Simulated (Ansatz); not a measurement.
The system is GaAs.

```
CELL_PARAMETERS angstrom
0.00000 2.82685 2.82685
2.82685 0.00000 2.82685
2.82685 2.82685 0.00000
ATOMIC_POSITIONS crystal
As 0.75000 0.75000 0.75000
Ga 0.00000 0.00000 0.00000
```

- Program: Ansatz 0.2.0
- Task: phonons
- Functional: PBE
- Dispersion: D4
- Potentials or basis: Ansatz PAW
- Cutoff: 420 eV (not typed: the program's choice for these potentials)
- k mesh: 6 × 6 × 6
- Occupations: fixed
- Spin: no spin polarisation
- q mesh: 2 × 2 × 2
- Path: [["G", "X", "W", "K", "G", "L", "U", "W", "L", "K"], ["U", "X"]]
- Points for each segment of the path: 8

Is this structure dynamically stable at this level, and how far does the spectrum reach?

Yes, as far as this q mesh shows: no mode on the path is imaginary. The highest frequency is 285 cm⁻¹.

A q mesh this small can miss soft modes between its points.

Caveat: the q mesh is small, so phonon branches between its points and thermal values are rough.
